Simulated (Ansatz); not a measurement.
Crystal: CuO (Tenorite).

```
CELL_PARAMETERS angstrom
2.34185 -1.71130 0.00000
2.34185 1.71130 0.00000
-0.85003 0.00000 5.05787
ATOMIC_POSITIONS crystal
Cu 0.50000 0.00000 0.50000
Cu 0.00000 0.50000 0.00000
O 0.41840 0.58160 0.75000
O 0.58160 0.41840 0.25000
```

Base run:

| Property | Result |
| --- | --- |
| Program | Ansatz 0.2.0 |
| Functional | PBE |
| Potentials or basis | Ansatz PAW |
| Cutoff | 250 eV |
| Density cutoff | 1000 eV |
| k mesh | 10 × 10 × 5 |
| Occupations | fermi-dirac, width 0.05 eV |
| Spin | no spin polarisation |

Its results: band gap on the k mesh none (metal or under the smearing width); pressure 3.2 GPa; largest force 0.255 eV/Å.

Question: After a change of settings the same cell gave: band gap on the k mesh none (metal or under the smearing width); pressure -9.6 GPa; largest force 0.473 eV/Å. Which change was it?
A. cutoff from 250 eV to 420 eV (not typed: the program's choice for these potentials); hubbard terms from none to Cu d U = 5.3 eV; hubbard projectors from none to ortho-atomic (the default)
B. functional from PBE to LDA; cutoff from 250 eV to 420 eV (not typed: the program's choice for these potentials)
C. functional from PBE to r2SCAN; cutoff from 250 eV to 500 eV (not typed: the program's choice for these potentials); hubbard terms from none to Cu d U = 5.3 eV; hubbard projectors from none to ortho-atomic (the default)

Answer: B.

LDA binds more tightly than PBE, so the same cell stands under less pressure.

Caveats: the run has no spin polarisation, though such a crystal can be magnetic; semilocal functionals often make such compounds metallic where correlation or magnetic order opens a gap, which also shifts bond lengths; the pressure holds a Pulay correction of +184.5 GPa for the finite cutoff (some runs); the cutoff lies under the one recommended for these potentials (some runs); the PAW data sets come from PBE, with cores solved anew for the run's functional, which leaves a small shift of forces and pressure (some runs).
